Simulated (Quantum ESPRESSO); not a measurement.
# PtS2 (P-3m1) in Quantum ESPRESSO: notebook, part 3 of 3

Quantum ESPRESSO 7.5. The steps go on from the part before.

## 6. Density of states, PBE+XDM, collinear spin, ferromagnetic start

The input, pw.in:

```
&CONTROL
  calculation = 'scf'
  prefix = 'pwscf'
  outdir = './tmp'
  pseudo_dir = './pseudo'
  tprnfor = .true.
  tstress = .true.
  disk_io = 'low'
/
&SYSTEM
  ibrav = 0
  nat = 3
  ntyp = 2
  ecutwfc = 36
  ecutrho = 216
  nbnd = 21
  occupations = 'smearing'
  smearing = 'gaussian'
  degauss = 0.01469973
  nspin = 2
  starting_magnetization(1) = 0.05
  starting_magnetization(2) = 0
  vdw_corr = 'xdm'
/
&ELECTRONS
  conv_thr = 6d-10
  electron_maxstep = 120
  mixing_beta = 0.3
/
ATOMIC_SPECIES
Pt   195.0840 Pt.GGA_PBE-JTH.UPF
S     32.0600 S.GGA_PBE-JTH.UPF
CELL_PARAMETERS angstrom
   3.5432000000    0.0000000000    0.0000000000
  -1.7716000000    3.0685012107    0.0000000000
   0.0000000000    0.0000000000    5.0388000000
ATOMIC_POSITIONS crystal
Pt     0.0000000000    0.0000000000    0.0000000000
S      0.6666666667    0.3333333333    0.7730000000
S      0.3333333333    0.6666666667    0.2270000000
K_POINTS automatic
9 9 5 0 0 0
```

The input, pp_density.in:

```
&INPUTPP
  prefix = 'pwscf'
  outdir = './tmp'
  filplot = 'density.dat'
  plot_num = 0
/
&PLOT
  nfile = 1
  filepp(1) = 'density.dat'
  iflag = 3
  output_format = 6
  fileout = 'density.cube'
/
```

The input, pp_potential.in:

```
&INPUTPP
  prefix = 'pwscf'
  outdir = './tmp'
  filplot = 'potential.dat'
  plot_num = 11
/
&PLOT
  nfile = 1
  filepp(1) = 'potential.dat'
  iflag = 3
  output_format = 6
  fileout = 'potential.cube'
/
```

The input, pp_spin.in:

```
&INPUTPP
  prefix = 'pwscf'
  outdir = './tmp'
  filplot = 'spin.dat'
  plot_num = 6
/
&PLOT
  nfile = 1
  filepp(1) = 'spin.dat'
  iflag = 3
  output_format = 6
  fileout = 'spin.cube'
/
```

The input, nscf.in:

```
&CONTROL
  calculation = 'nscf'
  prefix = 'pwscf'
  outdir = './tmp'
  pseudo_dir = './pseudo'
  disk_io = 'low'
/
&SYSTEM
  ibrav = 0
  nat = 3
  ntyp = 2
  ecutwfc = 36
  ecutrho = 216
  nbnd = 21
  occupations = 'tetrahedra_opt'
  nspin = 2
  starting_magnetization(1) = 0.05
  starting_magnetization(2) = 0
  vdw_corr = 'xdm'
/
&ELECTRONS
  conv_thr = 1d-08
  electron_maxstep = 120
  mixing_beta = 0.3
/
ATOMIC_SPECIES
Pt   195.0840 Pt.GGA_PBE-JTH.UPF
S     32.0600 S.GGA_PBE-JTH.UPF
CELL_PARAMETERS angstrom
   3.5432000000    0.0000000000    0.0000000000
  -1.7716000000    3.0685012107    0.0000000000
   0.0000000000    0.0000000000    5.0388000000
ATOMIC_POSITIONS crystal
Pt     0.0000000000    0.0000000000    0.0000000000
S      0.6666666667    0.3333333333    0.7730000000
S      0.3333333333    0.6666666667    0.2270000000
K_POINTS automatic
14 14 8 0 0 0
```

The input, dos.in:

```
&DOS
  prefix = 'pwscf'
  outdir = './tmp'
  fildos = 'dos.dat'
  Emin = -5
  Emax = 20
  DeltaE = 0.05
/
```

Potentials or basis: JTH 2.0 PBE.

The run is started by

```console
> OMP_NUM_THREADS=1 pw.x -in pw.in > pw.out
> OMP_NUM_THREADS=1 pp.x -in pp_density.in > pp_density.out
> OMP_NUM_THREADS=1 pp.x -in pp_potential.in > pp_potential.out
> OMP_NUM_THREADS=1 pp.x -in pp_spin.in > pp_spin.out
> OMP_NUM_THREADS=1 pw.x -in nscf.in > nscf.out
> OMP_NUM_THREADS=1 dos.x -in dos.in > dos.out
```

pw.out:

```text
This program is part of the open-source Quantum ESPRESSO suite
     for quantum simulation of materials; please cite
         "P. Giannozzi et al., J. Phys.:Condens. Matter 21 395502 (2009);
         "P. Giannozzi et al., J. Phys.:Condens. Matter 29 465901 (2017);
         "P. Giannozzi et al., J. Chem. Phys. 152 154105 (2020);
     in publications or presentations arising from this work. More details at

     file Pt.GGA_PBE-JTH.UPF: wavefunction(s)  6S 0S 6P 0P 5D 0D renormalized
     file S.GGA_PBE-JTH.UPF: wavefunction(s)  3S 0S 3P 0P renormalized
     Message from routine setup:
     using ibrav=0 with symmetry is DISCOURAGED, use correct ibrav instead

     G-vector sticks info
     --------------------
     sticks:   dense  smooth     PW     G-vecs:    dense   smooth      PW
     Sum         673     439    139                19809    10807    1863

     Using Slab Decomposition

     bravais-lattice index     =            0
     lattice parameter (alat)  =       6.6957  a.u.
     unit-cell volume          =     369.6968 (a.u.)^3
     number of atoms/cell      =            3
     number of atomic types    =            2
     number of electrons       =        22.00
     number of Kohn-Sham states=           21
     kinetic-energy cutoff     =      36.0000  Ry
     charge density cutoff     =     216.0000  Ry
     scf convergence threshold =      6.0E-10
     mixing beta               =       0.3000
     number of iterations used =            8  plain     mixing
     Exchange-correlation= SLA PW PBX PBC
                           (   1   4   3   4   0   0   0)

     celldm(1)=   6.695678  celldm(2)=   0.000000  celldm(3)=   0.000000
     celldm(4)=   0.000000  celldm(5)=   0.000000  celldm(6)=   0.000000

     crystal axes: (cart. coord. in units of alat)
               a(1) = (   1.000000   0.000000   0.000000 )
               a(2) = (  -0.500000   0.866025   0.000000 )
               a(3) = (   0.000000   0.000000   1.422104 )

     reciprocal axes: (cart. coord. in units 2 pi/alat)
               b(1) = (  1.000000  0.577350 -0.000000 )
               b(2) = (  0.000000  1.154701  0.000000 )
               b(3) = (  0.000000 -0.000000  0.703183 )

     PseudoPot. # 1 for Pt read from file:
     Pt.GGA_PBE-JTH.UPF
     Pseudo is Projector augmented-wave + core cor, Zval = 10.0
     Generated using ATOMPAW code
     Shape of augmentation charge: SINC**2
     Using radial grid of 1126 points,  6 beta functions with:
                l(1) =   0
                l(2) =   0
                l(3) =   1
                l(4) =   1
                l(5) =   2
                l(6) =   2
     Q(r) pseudized with 0 coefficients

     PseudoPot. # 2 for S  read from file:
     S.GGA_PBE-JTH.UPF
     Pseudo is Projector augmented-wave + core cor, Zval =  6.0
     Generated using ATOMPAW code
     Shape of augmentation charge: SINC**2
     Using radial grid of  999 points,  4 beta functions with:
                l(1) =   0
                l(2) =   0
                l(3) =   1
                l(4) =   1
     Q(r) pseudized with 0 coefficients

     atomic species   valence    mass     pseudopotential
     Pt               10.00   195.08400     Pt( 1.00)
     S                 6.00    32.06000     S ( 1.00)

     Starting magnetic structure
     atomic species   magnetization
     Pt              0.050
     S               0.000

     12 Sym. Ops., with inversion, found

   Cartesian axes

     site n.     atom                  positions (alat units)
         1        Pt     tau(   1) = (   0.0000000   0.0000000   0.0000000  )
         2        S      tau(   2) = (   0.5000000   0.2886751   1.0992866  )
         3        S      tau(   3) = (  -0.0000000   0.5773503   0.3228177  )

     number of k points=    50  Gaussian smearing, width (Ry)=  0.0147
                       cart. coord. in units 2pi/alat
        k(    1) = (   0.0000000   0.0000000   0.0000000), wk =   0.0024691
        k(    2) = (   0.0000000   0.0000000   0.1406367), wk =   0.0049383
        k(    3) = (   0.0000000   0.0000000   0.2812733), wk =   0.0049383
        k(    4) = (   0.0000000   0.1283001   0.0000000), wk =   0.0148148
        k(    5) = (   0.0000000   0.1283001   0.1406367), wk =   0.0148148
        k(    6) = (   0.0000000   0.1283001   0.2812733), wk =   0.0148148
[... 42 lines left out ...]
        k(   49) = (  -0.2222222   0.5132002  -0.1406367), wk =   0.0296296
        k(   50) = (  -0.2222222   0.5132002  -0.2812733), wk =   0.0296296

     Dense  grid:    19809 G-vectors     FFT dimensions: (  32,  32,  45)

     Smooth grid:    10807 G-vectors     FFT dimensions: (  25,  25,  40)

     Check: negative core charge=   -0.000004
     Generating pointlists ...
     new r_m :   0.2729 (alat units)  1.8270 (a.u.) for type    1
     new r_m :   0.2729 (alat units)  1.8270 (a.u.) for type    2

     Initial potential from superposition of free atoms

     starting charge      21.9998, renormalised to      22.0000

     negative rho (up, down):  5.409E-02 5.430E-02
     Starting wfcs are   34 randomized atomic wfcs

     Self-consistent Calculation

     iteration #  1     ecut=    36.00 Ry     beta= 0.30
     Davidson diagonalization with overlap
     ethr =  1.00E-02,  avg # of iterations =  5.8

     negative rho (up, down):  5.659E-02 5.683E-02

     total energy              =    -879.81889904 Ry
     estimated scf accuracy    <       0.43914780 Ry

     total magnetization       =     0.00 Bohr mag/cell
     absolute magnetization    =     0.07 Bohr mag/cell

     iteration #  2     ecut=    36.00 Ry     beta= 0.30
     Davidson diagonalization with overlap
     ethr =  2.00E-03,  avg # of iterations =  1.6

     negative rho (up, down):  5.714E-02 5.739E-02

     total energy              =    -879.93395813 Ry
     estimated scf accuracy    <       0.04883889 Ry

     total magnetization       =     0.00 Bohr mag/cell
     absolute magnetization    =     0.07 Bohr mag/cell

     iteration #  3     ecut=    36.00 Ry     beta= 0.30
     Davidson diagonalization with overlap
     ethr =  2.22E-04,  avg # of iterations =  4.9

     negative rho (up, down):  5.858E-02 5.883E-02
[... 76 lines left out ...]
     total magnetization       =    -0.00 Bohr mag/cell
     absolute magnetization    =     0.00 Bohr mag/cell

     iteration # 10     ecut=    36.00 Ry     beta= 0.30
     Davidson diagonalization with overlap
     ethr =  1.49E-10,  avg # of iterations =  3.9

     negative rho (up, down):  5.917E-02 5.917E-02

     total energy              =    -879.95236255 Ry
     estimated scf accuracy    <          5.7E-09 Ry

     total magnetization       =    -0.00 Bohr mag/cell
     absolute magnetization    =     0.00 Bohr mag/cell

     iteration # 11     ecut=    36.00 Ry     beta= 0.30
     Davidson diagonalization with overlap
     ethr =  2.60E-11,  avg # of iterations =  2.9

     negative rho (up, down):  5.917E-02 5.917E-02

     Magnetic moment per site  (integrated on atomic sphere of radius R)
     atom   1 (R=0.273)  charge=  6.6598  magn=  0.0000
     atom   2 (R=0.273)  charge=  3.9461  magn= -0.0000
     atom   3 (R=0.273)  charge=  3.9461  magn= -0.0000

     End of self-consistent calculation

     Number of k-points >= 100: set verbosity='high' to print the bands.

     the Fermi energy is    10.0168 ev

* XDM dispersion
  a1 =     0.327500
  a2 (ang) =     2.767300
  a2 (bohr) =     5.229439

+ Volumes and moments
# All results in atomic units (Hartree,bohr)
# i        V             Vfree           M1             M2             M3
  1   1.365458E+02   1.379609E+02   7.378339E+00   1.405498E+02   3.131298E+03
  2   7.634909E+01   7.780987E+01   6.911701E+00   1.090338E+02   1.849017E+03
  3   7.634909E+01   7.780987E+01   6.911701E+00   1.090338E+02   1.849017E+03

+ Dispersion coefficients
# All results in atomic units (Hartree,bohr).
# i   j      C6             C8             C10            Rc            Rvdw
  1   1   1.601625E+02   9.152796E+03   5.159778E+05   7.533889E+00   7.696788E+00
  2   1   9.624147E+01   5.027301E+03   2.546482E+05   7.172213E+00   7.578339E+00
  2   2   6.636189E+01   3.140625E+03   1.403742E+05   6.782218E+00   7.450615E+00
  3   1   9.624147E+01   5.027301E+03   2.546482E+05   7.172213E+00   7.578339E+00
  3   2   6.636189E+01   3.140625E+03   1.403742E+05   6.782218E+00   7.450615E+00
  3   3   6.636189E+01   3.140625E+03   1.403742E+05   6.782218E+00   7.450615E+00

+ van der Waals energies, forces and stresses (Ry,bohr)
  Evdw(total,Ry)   =  -7.317994580889E-02
  Evdw(C6,Ry)      =  -3.177494769366E-02
  Evdw(C8,Ry)      =  -2.304481114077E-02
  Evdw(C10,Ry)     =  -1.836018697446E-02
  Fvdw (001,Ry/bohr) =   1.586658137160E-12   2.748207883969E-12   1.146539013968E-16
  Fvdw (002,Ry/bohr) =  -1.571225365146E-12  -9.264624786160E-13  -1.213971375058E-03
  Fvdw (003,Ry/bohr) =  -1.546876832140E-14  -1.821746360744E-12   1.213971375058E-03
  sigma_vdw (Ry/bohr**3) =  -2.050319597457E-04   3.405588834008E-13  -3.138082853394E-15
                             3.405588834008E-13  -2.050319593527E-04   1.768934049810E-15
                            -3.138082853394E-15   1.768934049810E-15  -1.951949375603E-04
  sigma_vdw (GPa) =  -3.016124252984E+00   5.009794127062E-09  -4.616279244335E-11
                      5.009794127062E-09  -3.016124247203E+00   2.602191822279E-11
                     -4.616279244335E-11   2.602191822279E-11  -2.871416660922E+00

!    total energy              =    -880.02554250 Ry
     total all-electron energy =      -880.025542 Ry
     estimated scf accuracy    <          2.4E-10 Ry
     smearing contrib. (-TS)   =      -0.00000121 Ry
     internal energy E=F+TS    =    -880.02554129 Ry

     The total energy is F=E-TS. E is the sum of the following terms:
     one-electron contribution =      -3.12740197 Ry
     hartree contribution      =      19.49191751 Ry
     xc contribution           =     -22.05794925 Ry
     ewald contribution        =     -85.54011515 Ry
     Dispersion XDM Correction =      -0.07317995 Ry
     one-center paw contrib.   =    -788.71881249 Ry

     total magnetization       =    -0.00 Bohr mag/cell
     absolute magnetization    =     0.00 Bohr mag/cell

     convergence has been achieved in  11 iterations

     negative rho (up, down):  5.917E-02 5.917E-02

     Forces acting on atoms (cartesian axes, Ry/au):

     atom    1 type  1   force =     0.00000000   -0.00000000    0.00000000
     atom    2 type  2   force =     0.00000000    0.00000000   -0.05273671
     atom    3 type  2   force =    -0.00000000   -0.00000000    0.05273671

     Total force =     0.074581     Total SCF correction =     0.000012

     Computing stress (Cartesian axis) and pressure

     negative rho (up, down):  5.917E-02 5.917E-02
          total   stress  (Ry/bohr**3)                   (kbar)     P=       88.07
   0.00063734  -0.00000000   0.00000000           93.76       -0.00        0.00
   0.00000000   0.00063734   0.00000000            0.00       93.76        0.00
   0.00000000   0.00000000   0.00052135            0.00        0.00       76.69

=------------------------------------------------------------------------------=
   JOB DONE.
=------------------------------------------------------------------------------=
```

Run time: 3.3 min. Hardware: 1 thread of AMD EPYC 7B13 (Zen 3), shared host; peak memory 0.18 GiB.

What came out:

* Free energy: -11973.3575 eV
* Pressure: 8.8 GPa
* Largest force: 1.356 eV/Å
* Band gap on the k mesh: 1.01 eV, indirect (least direct gap 1.05 eV)
* Net moment: 0.00 μB per cell
* Absolute moment: 0.00 μB per cell
* Valence electrons inside the program's atomic spheres: Pt 6.66; S 3.95

Forces in eV/Å, atoms in the order of the input:
```
Pt   0.000  0.000  0.000
S    0.000  0.000 -1.356
S    0.000  0.000  1.356
```

States per cell in windows of 1 eV (zero at the valence-band top; states under -8 eV left out):
| from (eV) | up | down |
| --- | --- | --- |
| -8.0 | 0.49 | 0.49 |
| -7.0 | 1.59 | 1.59 |
| -6.0 | 1.03 | 1.03 |
| -5.0 | 1.73 | 1.73 |
| -4.0 | 1.08 | 1.08 |
| -3.0 | 1.14 | 1.14 |
| -2.0 | 1.44 | 1.44 |
| -1.0 | 0.45 | 0.45 |
| 0.0 | 0.03 | 0.03 |
| 1.0 | 1.14 | 1.14 |
| 2.0 | 0.82 | 0.82 |
| 3.0 | 0.00 | 0.00 |
| 4.0 | 0.01 | 0.01 |
| 5.0 | 0.70 | 0.70 |
| 6.0 | 0.69 | 0.69 |
| 7.0 | 0.79 | 0.79 |

Caveat: the cutoff is low for these files, which shifts pressure and relaxed volume; spin-orbit coupling is left out, which moves the levels of the heavy elements; an odd mesh through Γ misses points on the zone boundary, where band edges often lie; forces of over 1 eV/Å show positions far from the minimum, so gaps and moduli don't describe the material at rest.

## 7. The runs side by side

```tsv
task	level	potentials or basis	spin	cutoff (eV)	smearing	mixing beta	dos occupations	gap on the mesh (eV)	pressure (GPa)	largest force (eV/Å)
band structure	PBEsol	PseudoDojo 0.4.1 SR PBEsol standard	off	1143	fermi-dirac 0.05 eV	0.5	-	0.95	6.2	0.94
band structure	revPBE	PseudoDojo 0.4.1 SR PBE standard	off	1143	fermi-dirac 0.05 eV	0.5	-	1.06	13.1	1.26
band structure	AM05	PseudoDojo 0.4.1 SR PBE standard	off	1143	fermi-dirac 0.05 eV	0.5	-	0.97	6.3	0.80
density of states	PBE+XDM	JTH 2.0 PBE	collinear, ferromagnetic start	490	gaussian 0.2 eV	0.3	tetrahedra_opt	1.01	8.8	1.36
```

Alike in all rows: cell as given; k mesh 9 × 9 × 5.

Caveats: spin-orbit coupling is left out, which moves the levels of the heavy elements; the potentials were made for another functional, which shifts forces and pressure (some runs); the cutoff is low for these files, which shifts pressure and relaxed volume (some runs); an odd mesh through Γ misses points on the zone boundary, where band edges often lie (some runs); forces of over 1 eV/Å show positions far from the minimum, so gaps and moduli don't describe the material at rest (some runs).

Absolute energies hang on the potentials; compare differences alone.
